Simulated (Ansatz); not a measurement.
# ZrC (Fm-3m) in Ansatz: convergence with k mesh

Aim: find how far k mesh must go before the results for ZrC settle, at PBE0. This setting moves, with any that are tied to it; all else stays.

All numbers are computed with Ansatz 0.2.0; they aren't measurements. Logs are shortened: lines on timing, memory, paths and dates and some standing lists are left out, and cuts for length are marked.

### Step 1. The structure

The structure is cubic, space group Fm-3m (No. 225). Conventional cell: a = 4.730 Å, b = 4.730 Å, c = 4.730 Å, α = 90.00°, β = 90.00°, γ = 90.00°. Around Zr (site symmetry m-3m) lie 6 C at 2.37 Å. C (site symmetry m-3m) is surrounded by 6 Zr at 2.37 Å.

### Step 2. With k mesh 3 × 3 × 3

input.yaml

```yaml
crystal:
  lattice:
    - [0.0, 2.365, 2.365]
    - [2.365, 0.0, 2.365]
    - [2.365, 2.365, 0.0]
  atoms:
    - { symbol: Zr, position: [0.5, 0.5, 0.5] }
    - { symbol: C, position: [0.0, 0.0, 0.0] }
hamiltonian:
  xc: pbe0
  pseudopotentials: { kind: nc, accuracy: standard }
kpoints:
  mp_grid: { grid: [3, 3, 3] }
scf:
  occupations: { method: cold, width: 0.05 }
output:
  forces: true
  stress: true
  eigenvalues: true
```

Potentials or basis: PseudoDojo standard (PBE files).

On the command line:

```sh
$ ansatz run input.yaml --threads 2 --pin off --max-ram 5632MiB --backend cpu --events-out ev --progress --plain --runs-dir out
```

Output:

```text
Warning: output.stress: scf.convergence.dr2_threshold = 1e-7 eV (the SCF's general default) is looser than the 2e-10 eV advised for a printed stress (1e-10 eV for each atom of the cell: 2). What an SCF threshold leaves in a stress goes as its square root, and in the free energy as the threshold itself, and one threshold admits the most on a small cell: of the crystals measured, under no hybrid functional and no lock of the moments, on runs that ended without the residual-converged pass, on stresses that held no estimate of that error, the worst erred by over 100 MPa in a component at 1e-7 eV an atom and by under 5 at 1e-10. Set scf.convergence.dr2_threshold to 2e-10 eV or tighter. The threshold is an SCF's pass mark: one that does not reach it within its budget of iterations ends unconverged, or closes short of it on a stop that the run arms, and scf.convergence.dr2_threshold's page says what that costs each kind of run
Warning: output.stress: scf.exx.energy_threshold = 1e-6 eV is looser than the 2e-8 eV advised for a stress under a hybrid functional (1e-8 eV for each atom of the cell: 2). Every SCF of the exchange loop can meet its threshold on dr2 while the loop round them stops early: no threshold on dr2 bounds what that leaves in the stress. Set scf.exx.energy_threshold to 2e-8 eV or tighter. The threshold is the loop's pass mark: a loop that does not reach it within its budget of cycles ends unconverged, and scf.exx.energy_threshold's page has the law
Warning: RAYON_NUM_THREADS=2 ignored (pool sized by the plan → 2); use --threads N
Engine: ansatz 0.2.0, aarch64-unknown-linux-gnu
Pseudopotentials: kind: nc
Pseudopotential: Zr, nc, valence charge 12, recommended cutoff 897.975746 eV (normal), Zr.nc.azcp (PseudoDojo's, or run here from an input of PseudoDojo's; its table is named by hamiltonian.pseudopotentials.accuracy)
Pseudopotential: C, nc, valence charge 4, recommended cutoff 1115.666836 eV (normal), C.nc.azcp (PseudoDojo's, or run here from an input of PseudoDojo's; its table is named by hamiltonian.pseudopotentials.accuracy)
Functional definition: PBE0
  parameter a = 0.25
  parameter kappa = 0.804
  parameter beta = 0.06672455060314922
  exchange = (1 - a)*pbe_x(kappa = kappa, mu = beta*pi^2/3) + a*exact_x
  correlation = pbe_c(beta = beta)
Crystal: 2 atoms, lattice volume = 26.456 Å³
Basis set: ecut = 1115.666836 eV, 2229 PW (Γ), exchange–correlation on 80×80×80 points (8 copies of the dense FFT grid, shifted against one another)
Bands: 12, of which v1, the nominal top of the filled ones, is band 8 counted from 1 (7 counted from 0)
Symmetry: 48 space group operations
Space group: Fm-3m (ITA 225), of the structure as read, at distance tolerance 3.0e-5 Å
k-points: 4 of 27
Non-local potential: Zr, projectors of the file, l = 0: 2, l = 1: 2, l = 2: 2
Non-local potential: C, projectors of the file, l = 0: 2, l = 1: 2
Initial density: superposition of atomic densities (chi_scale 0.1, normalization cell, long waves kept (reshape's long-wave potential 0.00 eV rms))
Initial wavefunctions: pseudopotential atomic-orbital guess
Functional: x = pbe(κ = 0.804, μ = 0.2195149727645171), c = pbe(β = 0.06672455060314922), warm-up for x = 0.75 pbe(κ = 0.804, μ = 0.2195149727645171) + 0.25 exact, c = pbe(β = 0.06672455060314922)
SCF iter   1: F=—  HF=-1543.399222 eV  |F-HF|=—  |Δ(HF+E_count)|=         —  Δρ=9.16e-2  dr2=3.42e0  ethr=1.00e-1  ⟨swp⟩=3.2  Hψ=129  notcnv=0
preconditioner: auto → none  [metal: Δε(μ)=0.811 eV  Ē_g=18.013 eV  σ=0.050 eV  W_gap=0.44  n_scr=8 (ndim 8)  ℏωp=27.0 eV  f_vac=0.000  D(μ)=5.01/eV (n_scr^D=88)  sad-step TF]
iter 2 solved again at ethr=5.05e-4 eV; its pass at ethr=2.14e-2 eV (dr2=8.08e-2 eV) is discarded
SCF iter   2: F=—  HF=-1542.891550 eV  |F-HF|=—  |Δ(HF+E_count)|=   5.08e-1  S|Δr|=    0.00e0  Δρ=2.29e-2  dr2=7.55e-2  ethr=5.05e-4  ⟨swp⟩=4.0  Hψ=229  notcnv=0
SCF iter   3: F=—  HF=-1542.892558 eV  |F-HF|=—  |Δ(HF+E_count)|=   1.01e-3  S|Δr|=    0.00e0  Δρ=1.08e-2  dr2=1.63e-2  ethr=4.72e-4  ⟨swp⟩=2.0  Hψ=96  notcnv=0
SCF iter   4: F=—  HF=-1542.894417 eV  |F-HF|=—  |Δ(HF+E_count)|=   1.86e-3  S|Δr|=    0.00e0  Δρ=5.86e-4  dr2=9.56e-5  ethr=1.02e-4  ⟨swp⟩=2.5  Hψ=96  notcnv=0
[... 26 lines left out ...]
Frozen-core exchange: scaled_semilocal
SCF iter   1: F=—  HF=-1513.677065 eV  |F-HF|=—  |Δ(HF+E_count)|=         —  Δρ=5.05e-5  dr2=1.87e-6  ethr=4.69e-7  ⟨swp⟩=2.2  Hψ=97  notcnv=0
preconditioner: auto → none  [insulator: Δε(μ)=2.009 eV  Ē_g=10.789 eV  σ=0.050 eV  W_gap=0.75  n_scr=8 (ndim 8)  ℏωp=20.4 eV  f_vac=0.000  D(μ)=12.62/eV (n_scr^D=338)]
SCF iter   2: F=—  HF=-1513.677065 eV  |F-HF|=—  |Δ(HF+E_count)|=   2.65e-7  S|Δr|=    0.00e0  Δρ=1.31e-5  dr2=1.02e-6  ethr=5.68e-9  ⟨swp⟩=3.2  Hψ=92  notcnv=0
SCF iter   3: F=—  HF=-1513.677065 eV  |F-HF|=—  |Δ(HF+E_count)|=   1.84e-9  S|Δr|=    0.00e0  Δρ=3.47e-6  dr2=1.01e-6  ethr=1.09e-10  ⟨swp⟩=3.5  Hψ=132  notcnv=0
SCF iter   4: F=—  HF=-1513.677081 eV  |F-HF|=—  |Δ(HF+E_count)|=   1.65e-5  S|Δr|=    0.00e0  Δρ=3.16e-5  dr2=3.33e-7  ethr=1.02e-11  ⟨swp⟩=5.8  Hψ=179  notcnv=0
SCF iter   5: F=—  HF=-1513.677081 eV  |F-HF|=—  |Δ(HF+E_count)|=   9.84e-8  S|Δr|=    0.00e0  Δρ=4.37e-6  dr2=1.40e-8  ethr=1.02e-11  ⟨swp⟩=5.0  Hψ=133  notcnv=0
SCF iter   6: F=-1513.677081 eV  HF=-1513.677081 eV  |F-HF|=1.55e-11  |Δ(HF+E_count)|=   1.45e-9  S|Δr|=    0.00e0  Δρ=2.74e-7  dr2=9.30e-9  ethr=1.02e-11  ⟨swp⟩=3.8  Hψ=94  notcnv=0
SCF 3 converged in 6 iterations: F = -1513.677081 eV  dr2 = 9.30e-9
  Residual-converged pass: ⟨swp⟩=3.0  Hψ=85  notcnv=0  max |occ|·‖R‖ = 2.2e-6 eV (tolerance 2.4e-6 eV)  dr2=9.30e-9  max |Δocc| = 9.6e-13
hybrid outer 2: dexx = +2.031e-7 eV, tail = 1.89e-8 eV, Δε = 4.73e-3 eV (about 2.85e-4 eV left of the loop's levels)
hybrid SCF converged: 2 outer / 16 inner (+9 warm-up), last move |dexx| = 2.03e-7 eV, tail = 1.89e-8 eV
Stability not checked: this state was not tested for a lower state beside it, because the functional holds exact exchange (a hybrid, or Hartree-Fock), whose exchange loop this test does not read (fock_operator; see scf.lower_state_search)
Free energy (F): -1513.677081 eV
Frozen-core exchange: scaled_semilocal
Harris-Foulkes:  -1513.677081 eV  (|F-HF|=1.55e-11)
Internal energy: -1513.673195 eV  (E = F + TS)
E sigma→0 (E₀):  -1513.675786 eV
Entropy (-TS):   -0.003886 eV (-1.943 meV/atom)
Fermi energy:    13.922272 eV
--- Per-component energies (eV) ---
  E_band       = -84.083674
  E_kinetic    = 493.669267
  E_local      = -739.027142  (includes V_loc(G=0)·N_el)
  E_nonlocal   = 138.505305
  E_hartree    = 169.654357
  E_xc         = -253.659364
  E_vxc        = -222.636153  (∫ρ·V_xc dr)
  E_exx        = -46.951791  (= α·E_x^exact, valence–valence)
  E_ewald      = -1275.863827
  E_smearing   = -0.003886  (= −TS)
  E_closure    = -0.000000  (closes the sum)
  Σ components = -1513.677081   (vs F -1513.677081, Δ=2.27e-13)
--- Forces (eV/Å), atoms counted from 1 ---
  atom   1  Zr     0.00000000    -0.00000000    -0.00000000
  atom   2  C     -0.00000000    -0.00000000     0.00000000
  max |Σ_I F_I| component: 1.90e-29 eV/Å
--- Stress (GPa, compression-positive) ---
       -4.768420       0.000000       0.000000
       -0.000000      -4.768420      -0.000000
        0.000000      -0.000000      -4.768420
  P = ⅓ Tr σ = -4.7684 GPa (-47.684 kbar)
--- Band table (eV) ---
  k-point 0: bands = ["-37.2095", "-13.6628", "-13.6628", "-13.6628", "1.1520", "15.9080", "15.9080", "15.9080", "16.5486", "16.5486", "16.5486", "18.2493"]
  k-point 1: bands = ["-37.1263", "-14.3815", "-13.7226", "-13.7226", "3.3504", "9.6105", "11.3838", "11.3838", "19.0225", "19.0641", "19.0641", "24.2430"]
  k-point 2: bands = ["-37.0990", "-14.2888", "-13.8896", "-13.8896", "2.6840", "10.3104", "13.1023", "13.8985", "13.8985", "19.4945", "21.2951", "21.2951"]
  k-point 3: bands = ["-37.0719", "-14.2814", "-14.2390", "-13.8398", "3.4737", "9.8380", "11.2327", "11.6416", "18.0768", "20.0809", "20.8919", "22.7562"]
```

Wall time 4.6 s (2 threads of Arm Neoverse V1, shared host); peak memory 0.33 GiB.

What came out:

| Property | Result |
| --- | --- |
| Free energy | -1513.6771 eV |
| Pressure | -4.8 GPa |
| Band gap on the k mesh | none (metal or under the smearing width) |

### Step 3. With k mesh 4 × 4 × 4

input.yaml: that of step 2 with these lines changed.

```diff
@@ -12,3 +12,3 @@
 kpoints:
-  mp_grid: { grid: [3, 3, 3] }
+  mp_grid: { grid: [4, 4, 4] }
 scf:
```

Potentials or basis: PseudoDojo standard (PBE files).

On the command line:

```sh
$ ansatz run input.yaml --threads 2 --pin off --max-ram 5632MiB --backend cpu --events-out ev --progress --plain --runs-dir out
```

It took 7.9 s on 2 threads of Arm Neoverse V1, shared host; peak memory 0.64 GiB.

What came out:

```
Free energy            : -1513.9027 eV
Pressure               : -6.1 GPa
Band gap on the k mesh : 0.77 eV
```

### Step 4. With k mesh 5 × 5 × 5

input.yaml: that of step 3 with these lines changed.

```diff
@@ -12,3 +12,3 @@
 kpoints:
-  mp_grid: { grid: [4, 4, 4] }
+  mp_grid: { grid: [5, 5, 5] }
 scf:
```

On the command line:

```sh
$ ansatz run input.yaml --threads 2 --pin off --max-ram 5632MiB --backend cpu --events-out ev --progress --plain --runs-dir out
```

Run time: 17 s. Hardware: 2 threads of Arm Neoverse V1, shared host; peak memory 0.77 GiB.

Results:

* Free energy: -1513.9500 eV
* Pressure: -4.0 GPa
* Band gap on the k mesh: none (metal or under the smearing width)

### Step 5. With k mesh 6 × 6 × 6

input.yaml: that of step 4 with these lines changed.

```diff
@@ -12,3 +12,3 @@
 kpoints:
-  mp_grid: { grid: [5, 5, 5] }
+  mp_grid: { grid: [6, 6, 6] }
 scf:
```

On the command line:

```sh
$ ansatz run input.yaml --threads 2 --pin off --max-ram 5632MiB --backend cpu --events-out ev --progress --plain --runs-dir out
```

Run time: 28 s. Hardware: 2 threads of Arm Neoverse V1, shared host; peak memory 1.1 GiB.

Results:

```
Free energy            : -1513.9875 eV
Pressure               : -4.7 GPa
Band gap on the k mesh : 0.68 eV
```

### Step 6. With k mesh 7 × 7 × 7

input.yaml: that of step 5 with these lines changed.

```diff
@@ -12,3 +12,3 @@
 kpoints:
-  mp_grid: { grid: [6, 6, 6] }
+  mp_grid: { grid: [7, 7, 7] }
 scf:
```

Potentials or basis: PseudoDojo standard (PBE files).

On the command line:

```sh
$ ansatz run input.yaml --threads 2 --pin off --max-ram 5632MiB --backend cpu --events-out ev --progress --plain --runs-dir out
```

Wall time 59 s (2 threads of Arm Neoverse V1, shared host); peak memory 1.3 GiB.

Results (log left out):

```yaml
Free_energy: -1513.9825 eV
Pressure: -4.8 GPa
Band_gap_on_the_k_mesh: none (metal or under the smearing width)
```

### Step 7. With k mesh 9 × 9 × 9

input.yaml: that of step 6 with these lines changed.

```diff
@@ -12,3 +12,3 @@
 kpoints:
-  mp_grid: { grid: [7, 7, 7] }
+  mp_grid: { grid: [9, 9, 9] }
 scf:
```

On the command line:

```sh
$ ansatz run input.yaml --threads 2 --pin off --max-ram 5632MiB --backend cpu --events-out ev --progress --plain --runs-dir out
```

It took 1.9 min on 2 threads of Arm Neoverse V1, shared host; peak memory 2.2 GiB.

The run converged. Its results:

* Free energy: -1513.9884 eV
* Pressure: -4.4 GPa
* Band gap on the k mesh: none (metal or under the smearing width)

### Step 8. With k mesh 11 × 11 × 11

input.yaml: that of step 7 with these lines changed.

```diff
@@ -12,3 +12,3 @@
 kpoints:
-  mp_grid: { grid: [9, 9, 9] }
+  mp_grid: { grid: [11, 11, 11] }
 scf:
```

On the command line:

```sh
$ ansatz run input.yaml --threads 2 --pin off --max-ram 5632MiB --backend cpu --events-out ev --progress --plain --runs-dir out
```

Run time: 4.4 min. Hardware: 2 threads of Arm Neoverse V1, shared host; peak memory 3.5 GiB.

It converged, with:

* Free energy: -1513.9909 eV
* Pressure: -4.4 GPa
* Band gap on the k mesh: none (metal or under the smearing width)

### Step 9. With k mesh 13 × 13 × 13

input.yaml: that of step 8 with these lines changed.

```diff
@@ -12,3 +12,3 @@
 kpoints:
-  mp_grid: { grid: [11, 11, 11] }
+  mp_grid: { grid: [13, 13, 13] }
 scf:
```

Potentials or basis: PseudoDojo standard (PBE files).

On the command line:

```sh
$ ansatz run input.yaml --threads 2 --pin off --max-ram 5632MiB --backend cpu --events-out ev --progress --plain --runs-dir out
```

Wall time 7.2 min (2 threads of Arm Neoverse V1, shared host); peak memory 5.2 GiB.

Results (log left out):

```yaml
Free_energy: -1513.9902 eV
Pressure: -4.5 GPa
Band_gap_on_the_k_mesh: none (metal or under the smearing width)
```

### Step 10. With k mesh 16 × 16 × 16

input.yaml: that of step 9 with these lines changed.

```diff
@@ -12,3 +12,3 @@
 kpoints:
-  mp_grid: { grid: [13, 13, 13] }
+  mp_grid: { grid: [16, 16, 16] }
 scf:
```

On the command line:

```sh
$ ansatz run input.yaml --threads 2 --pin off --max-ram 5632MiB --backend cpu --events-out ev --progress --plain --runs-dir out
```

It took 14 min on 2 threads of Arm Neoverse V1, shared host.

The run was cut off at its time limit.

### Step 11. Result

```tsv
k mesh	energy less the tightest run, at zero smearing (meV/atom)	pressure (GPa)	gap on the mesh (eV)	SCF cycles	CPU time (s)	peak memory (GiB)
3 × 3 × 3	157.18	-4.77	0.000	25	8.7	0.33
4 × 4 × 4	43.74	-6.09	0.772	19	15	0.64
5 × 5 × 5	20.23	-3.97	0.000	32	34	0.77
6 × 6 × 6	1.30	-4.69	0.682	25	55	1.1
7 × 7 × 7	3.90	-4.78	0.000	30	120	1.3
9 × 9 × 9	0.90	-4.36	0.000	30	220	2.2
11 × 11 × 11	-0.36	-4.42	0.000	30	520	3.5
13 × 13 × 13	0.00	-4.47	0.000	28	860	5.2
16 × 16 × 16	timed out after 870 s	-	-	-	-	-
```

Against the tightest run, the energy stays within 1 meV/atom from 9 × 9 × 9 on; the pressure stays within 0.1 GPa from 11 × 11 × 11 on; the gap on the mesh stays within 0.01 eV from 7 × 7 × 7 on. Meshes of other sizes hit other points, so gaps and Fermi surfaces needn't settle smoothly. The tightest run that finished is the yardstick and may itself not be fully converged.

Caveats: the potentials were made for another functional, which shifts forces and pressure; the thresholds are loose for stress.
